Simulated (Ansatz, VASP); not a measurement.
AlCo in VASP and in Ansatz

INCAR

```
  PREC = Accurate
  ENCUT = 520
  EDIFF = 1E-6
  ISMEAR = -1
  SIGMA = 0.05
  LREAL = False
  LASPH = True
  NELM = 60
  ALGO = Normal
  ISIF = 2
  LWAVE = False
  LCHARG = False
  GGA = PE
  NBANDS = 20
```

File KPOINTS:

```
regular mesh
0
Gamma
  10 10 6
```

POSCAR

```
AlCo
1.0
    2.5974638414      0.0000000000      0.0000000000
   -1.2987319207      2.2494696721      0.0000000000
    0.0000000000      0.0000000000      7.3587142154
Co Al
2 2
Direct
    0.0000000000      0.0000000000      0.0000000000
    0.0000000000      0.0000000000      0.5000000000
    0.3333333333      0.6666666667      0.2500000000
    0.6666666667      0.3333333333      0.7500000000
```

Input for Ansatz:

```yaml
crystal:
  lattice:
    - [2.5974638414, 0.0, 0.0]
    - [-1.2987319207, 2.2494696721, 0.0]
    - [0.0, 0.0, 7.3587142154]
  atoms:
    - { symbol: Co, position: [0.0, 0.0, 0.0] }
    - { symbol: Co, position: [0.0, 0.0, 0.5] }
    - { symbol: Al, position: [0.3333333333, 0.6666666667, 0.25] }
    - { symbol: Al, position: [0.6666666667, 0.3333333333, 0.75] }
kpoints:
  mp_grid: { grid: [10, 10, 6] }
scf:
  occupations: { method: fermi_dirac, width: 0.05 }
hamiltonian:
  xc: pbe
  pseudopotentials: { kind: all_electron, lapw: { basis_error: 0.001 } }
output:
  forces: true
  stress: true
  eigenvalues: true
  populations: true
```

Change from the starting cell: volume scaled by 0.88, LAPW.

Alike in both runs: task single point; functional PBE; k mesh 10 × 10 × 6; occupations fermi-dirac, width 0.05 eV; no spin polarisation.

|  | VASP | Ansatz |
| --- | --- | --- |
| version | VASP 6.6.1 | Ansatz 0.2.0 |
| potentials or method | VASP PAW PBE potentials, release 64 (Co, Al) | all-electron LAPW, scalar-relativistic |
| plane-wave cutoff (eV) | 520 | see its input |

Ansatz gave:

```
pressure (GPa)                                  : 26.6
largest component of the traceless stress (GPa) : 0.10
```

What did VASP give for the same quantities?

Pressure (GPa): 26.6; largest component of the traceless stress (GPa): 0.34.

Ansatz ran all-electron here, so the differences hold the error of VASP's frozen core and of both bases.

Caveats: so large a pressure means that the cell lies far from this level's equilibrium, or that cutoff or potentials fall short (VASP). Spin polarisation is off, so any magnetic state and its effect on volume and gap are missing.
